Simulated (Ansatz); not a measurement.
# BN: the cost of one run

Computed with Ansatz 0.2.0 (DFT PBE+D3(BJ), scalar-relativistic, plane waves, PAW, unless a step's input says otherwise).

18 further runs of the same task are left out: 18 set aside as unsound or not needed.

### Step 1. The system as given

Symmetry: R3m, No. 160, trigonal system. The conventional cell has a = 2.506 Å, b = 2.506 Å, c = 9.887 Å, α = 90.00°, β = 90.00°, γ = 120.00°. B (site symmetry 3m) has 3 N at 1.45 Å as nearest neighbours. Around N (site symmetry 3m) lie 3 B at 1.45 Å.

Coordinates:

```cif
data_structure
_symmetry_space_group_name_H-M 'R3m:H'
_symmetry_Int_Tables_number 160
_cell_length_a 2.5056
_cell_length_b 2.5056
_cell_length_c 9.8867
_cell_angle_alpha 90.000
_cell_angle_beta 90.000
_cell_angle_gamma 120.000
_cell_volume 53.75
loop_
_atom_site_label
_atom_site_type_symbol
_atom_site_symmetry_multiplicity
_atom_site_Wyckoff_symbol
_atom_site_fract_x
_atom_site_fract_y
_atom_site_fract_z
_atom_site_occupancy
B1 B 3 a 0.00000 0.00000 0.00031 1
N1 N 3 a 0.66667 0.33333 0.00060 1
```

It goes back to an entry of the Materials Project, which need not be the stable form.

This cell was relaxed beforehand with the same method: volume 8.96 Å³/atom, gap on the mesh 4.24 eV.

### Step 2. What is varied

The energy is mapped over two normal modes frozen in (zone-centre modes of the cell shown).

First coordinate, amplitude of mode 4 (748 cm⁻¹), largest displacement: 7 values from −0.123 Å. Second coordinate, amplitude of mode 6 (1356 cm⁻¹), largest displacement: 7 values from −0.06 Å.

Nothing else is relaxed (the cell and all other modes fixed). Energies count from the relaxed high-symmetry cell. Points are written as (first, second).

The modes come from a phonon run on the reference cell, made beforehand.

Displacement patterns for an amplitude of 1 (Å):

| atom | x1 | y1 | z1 | x2 | y2 | z2 |
| --- | --- | --- | --- | --- | --- | --- |
| B1 | 0.000 | 0.000 | 1.000 | 0.866 | 0.500 | 0.000 |
| N2 | 0.000 | 0.000 | -0.772 | -0.668 | -0.386 | 0.000 |

### Step 3. Point (−0.123 Å, −0.04 Å)

The input, input.yaml:

```yaml
crystal:
  lattice:
    - [1.2528150304, 0.723313095, 3.2955578494]
    - [-1.2528150304, 0.723313095, 3.2955578494]
    - [0.0, -1.4466261901, 3.2955578494]
  atoms:
    - { symbol: B, position: [0.968820211, 0.9964707542, 0.9964707542] }
    - { symbol: "N", position: [0.3565658577, 0.335226358, 0.335226358] }
basis:
  ecutwfc: 520.0
kpoints:
  mp_grid: { grid: [12, 12, 12] }
hamiltonian:
  xc: pbe
  pseudopotentials: { kind: paw, azcp: { folder: soft_1 } }
  dispersion: d3bj
scf:
  occupations: { method: gaussian, width: 0.05 }
output:
  forces: true
  stress: true
  eigenvalues: true
```

Command:

```sh
> ansatz run input.yaml --threads 1 --pin off --max-ram 2048MiB --backend cpu --events-out ev --progress --plain --runs-dir out
```

Q: Estimate wall time and peak memory on 1 thread of Intel Xeon Platinum 8488C (Sapphire Rapids), shared host.

About 7.6 s, with a peak of 0.46 GiB.
